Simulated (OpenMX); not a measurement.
**InP under changes of volume**

One of the cells (25.167 Å³/atom); the others are scaled copies at fixed shape and fractional positions:

```
CELL_PARAMETERS angstrom
0.00000 2.93050 2.93050
2.93050 0.00000 2.93050
2.93050 2.93050 0.00000
ATOMIC_POSITIONS crystal
In 0.00000 0.00000 0.00000
P 0.75000 0.75000 0.75000
```

- Program: OpenMX 3.8.5
- Functional: LDA
- Potentials or basis: OpenMX 2013 LDA set, In7.0-s3p2d2, P7.0-s2p2d1f1, fixed grid of 45 × 45 × 45 points
- k mesh: 9 × 9 × 9
- Occupations: fermi-dirac, width 0.05 eV
- Spin: no spin polarisation

```tsv
volume (Å³/atom)	energy over the lowest point (meV/atom)	gap on the mesh (eV)
23.657	25.85	1.02
24.160	12.08	0.89
24.663	3.65	0.76
25.167	0.00	0.64
25.670	?	?
26.173	5.62	0.40
26.677	13.75	0.28
```

Problem. What does the run at 25.670 Å³/atom give?

Solution. Energy over the lowest point 0.98 meV/atom; gap on the mesh 0.52 eV.

Worked out: A Birch-Murnaghan fit of order 3 (a polynomial in V^(-2/3)) to the other rows has its minimum at 25.32 Å³/atom with B0 = V·E''(V) = 67 GPa and B' = 4.5. It gives 0.86 meV/atom at 25.670 Å³/atom, against the run's 0.98. A straight line through the other rows of the gap, of slope -6.14 eV per unit of ln V (its deformation potential), gives 0.52 eV, against the run's 0.52.

Energies are extrapolated to zero smearing.

Caveats: the basis has few d functions beyond the semicore shells, which can make volumes several per cent too large; spin-orbit coupling is left out, which moves the levels of the heavy elements; the basis of atomic orbitals isn't converged, which shifts pressures, moduli and gaps.
